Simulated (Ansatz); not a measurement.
Cu Kα1 powder pattern (kinematic, no thermal factors).
| 2θ (°) | relative intensity |
| --- | --- |
| 17.59 | 100 |
| 24.98 | 87 |
| 30.71 | 34 |
| 35.61 | 17 |
| 39.98 | 49 |
| 43.99 | 37 |
| 51.25 | 12 |
| 54.60 | 24 |
| 57.83 | 16 |
| 60.94 | 14 |
| 63.96 | 4 |
| 66.91 | 11 |
| 69.79 | 19 |
| 75.41 | 2 |
| 78.16 | 14 |
| 80.89 | 10 |
| 83.59 | 6 |
| 86.28 | 6 |
| 88.96 | 10 |

The pattern is computed from a structure relaxed with DFT PBE, scalar-relativistic, plane waves, PAW in Ansatz 0.2.0. No spin polarisation. Its elements are Cs.

Problem. Give the structure.

Solution. Cs.
Space group Pm-3m (No. 221). a = 5.038 Å, b = 5.038 Å, c = 5.038 Å, α = 90.00°, β = 90.00°, γ = 90.00°
```tsv
atom	site	symmetry	x	y	z
Cs	1b	m-3m	0.5000	0.5000	0.5000
```

A pattern alone doesn't exclude other cells with like lines; this is the one computed.

The cell was found from a structure generator's guess, not taken from experiment.
